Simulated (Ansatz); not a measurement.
The system is V.

```
V
1.0
     2.60429    0.00000    0.00000
    -1.30215    2.25538    0.00000
     0.00000    0.00000    4.72334
V
2
Cartesian
  0.0000 1.5036 1.1808
  1.3021 0.7518 3.5425
```

This isn't the form of V at room conditions, which is bcc.

```yaml
Program: Ansatz 0.2.0
Task: single point
Functional: PBEsol
Potentials_or_basis: all-electron LAPW, scalar-relativistic
Cutoff: 262 eV (chosen from the basis error)
Basis_error_allowed: 0.001 eV/atom
k_mesh: 12 × 12 × 6
Occupations: fermi-dirac, width 0.05 eV
Spin: collinear spin, ferromagnetic start
Starting_moments: "[2.0, 2.0] μB"
```

On this cell: pressure -7.2 GPa; largest force under 0.003 eV/Å; net moment 0.00 μB per cell; band gap on the k mesh none (metal or under the smearing width).

The same run follows on a disturbed copy (atoms moved at random, drawn with an rms of 0.05 Å):

```xyz
2
Lattice="2.6043 0.0000 0.0000 -1.3021 2.2554 0.0000 0.0000 0.0000 4.7233" Properties=species:S:1:pos:R:3 pbc="T T T"
V     0.0087    1.5067    1.1727
V     1.2929    0.7562    3.5062
```

Question: What does the disturbed cell give?

Answer: The energy (extrapolated to zero smearing) moves by +1.7 meV/atom; pressure -7.2 GPa; largest force 0.255 eV/Å; net moment 0.00 μB per cell; band gap on the k mesh none (metal or under the smearing width).

Forces on the atoms (eV/Å):
```
V    0.015  0.000 -0.254
V   -0.015  0.000  0.254
```

Stress tensor (GPa, compression positive):
```
-7.11 -0.37 -0.04
-0.37 -7.17  0.00
-0.04  0.00 -7.23
```

Caveats: the starting moments weren't kept.
